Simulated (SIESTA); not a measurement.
Crystal: GaP.

```xyz
2
Lattice="0.0000 2.7252 2.7252 2.7252 0.0000 2.7252 2.7252 2.7252 0.0000" Properties=species:S:1:pos:R:3 pbc="T T T"
Ga    0.0000    0.0000    0.0000
P     4.0879    4.0879    4.0879
```

Program: SIESTA 5.4.2. Alike in all runs: no spin polarisation; cell as given; smearing fermi-dirac 0.05 eV; grid cutoff 800 Ry.

Problem. Order these runs on this cell by their band gap on the k mesh, lowest first.
A. level PBE; potentials or basis PseudoDojo 0.4 standard (PBE files), DZ (energy shift 0.002 Ry; radii capped at 9.5 bohr); k mesh 8 × 8 × 8; energy shift 0.002 Ry
B. level PBEsol; potentials or basis PseudoDojo 0.4 standard (PBEsol files), DZP (energy shift 0.003 Ry; two zetas on semicore shells); k mesh 6 × 6 × 6; wannier functions 9; bands left out below 0; projections ["P:s", "P:p", "Ga:d"]; wannier mesh 5 × 5 × 5; energy shift 0.003 Ry
C. level RPBE; potentials or basis PseudoDojo 0.4 standard (PBE files), DZP (energy shift 0.002 Ry; radii capped at 9.5 bohr); k mesh 8 × 8 × 8; energy shift 0.002 Ry

Solution. B (1.51 eV), C (1.75 eV), A (1.92 eV).

Caveats: the basis of atomic orbitals isn't converged, which shifts pressures, moduli and gaps; the basis has no polarisation orbitals (some runs).

A k mesh can miss the band edges.

Not every run made on this cell is shown here.
